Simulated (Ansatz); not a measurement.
Born–Oppenheimer molecular dynamics of a periodic cell of 18 atoms, MgI2 (host MgI2, host structure P-3m1). It goes on from the last frame of an earlier run, with new velocities.

Level of theory: DFT LDA, scalar-relativistic, plane waves, PAW in Ansatz 0.2.0. Settings: accuracy low, cutoff 420 eV, k mesh 1x1x1, fermi-dirac smearing 0.05 eV, no spin polarisation.

| Item | Value |
| --- | --- |
| ensemble | NVT, Nosé–Hoover chain |
| time step | 2 fs |
| steps asked | 200 |
| set temperature | 1170 K |
| thermostat | time constant 5 fs, chain length 1 |
| seed | 33246 |

First frame:

```xyz
18
Lattice="8.1239 0.0000 0.0000 -6.0930 10.5533 0.0000 0.0000 0.0000 6.7503" Properties=species:S:1:pos:R:3
Mg 0.096 0.004 0.177
I 0.230 2.320 2.301
I 2.192 1.532 5.390
Mg -1.869 3.425 0.426
I -1.861 5.940 1.842
I -0.045 4.600 5.236
Mg -3.914 7.607 0.017
I -3.812 9.428 1.962
I -1.808 8.359 5.026
Mg 4.357 0.181 -0.137
I 4.428 2.015 2.082
I 6.365 1.334 5.063
Mg 1.593 3.770 0.463
I 2.199 6.149 1.974
I 3.838 4.839 5.458
Mg 0.052 6.952 0.175
I 0.113 9.344 1.684
I 2.491 8.458 4.839
```

**Question.** What does the run give?

**Answer.** All steps were run.

```json
{
 "steps done": "200",
 "time covered": "400 fs",
 "mean temperature over the second half": "1171 K",
 "spread of the potential energy over the second half": "23.2 meV per atom",
 "mean potential energy of the second half above the start": "77.5 meV per atom"
}
```

The conserved energy stayed within 0.1 meV per atom of its start (net change 0.06 meV per atom), so the integration is sound. A run of 0.4 ps of so small a system gives no equilibrium averages. Limits of this set-up: coarse k mesh, low accuracy level.

**Question.** What happens to the structure?

**Answer.** Mean squared displacements from the first frame to the last, about the centre of mass: Mg 0.56 Å², I 0.51 Å². The details hang on the random start.

**Question.** How do temperature and energy run in time?

**Answer.** 
```tsv
time (fs)	T (K)	potential energy less start (eV)	conserved less start (meV/atom)
0.0	1170	0.000	0.00
12.0	1151	-0.166	0.00
24.0	1194	-0.243	0.01
36.0	1146	-0.360	0.01
48.0	1189	-0.498	-0.02
60.0	1125	-0.403	-0.03
72.0	1205	-0.042	0.02
84.0	1150	0.299	0.03
96.0	1189	0.497	0.01
108.0	1160	0.671	0.02
120.0	1164	0.838	0.01
132.0	1171	1.149	0.03
144.0	1177	1.474	0.10
156.0	1207	1.350	0.07
168.0	1125	1.033	0.01
180.0	1191	0.953	0.00
192.0	1155	1.086	0.07
204.0	1201	0.936	0.03
216.0	1134	0.744	0.00
228.0	1173	0.807	0.02
240.0	1165	1.101	0.04
252.0	1163	1.483	0.07
264.0	1203	1.747	0.08
276.0	1135	1.846	0.06
288.0	1211	1.891	0.05
300.0	1124	1.990	0.06
312.0	1231	1.999	0.07
324.0	1129	1.839	0.06
336.0	1208	1.524	0.04
348.0	1136	1.246	0.03
360.0	1184	1.064	0.03
372.0	1156	0.987	0.00
384.0	1150	1.138	0.01
396.0	1227	1.321	0.08
```

The run took 15 min on 2 threads of Intel(R) Xeon(R) Processor @ 2.50GHz (Skylake/Cascade Lake) (shared host), peak memory 0.64 GiB.
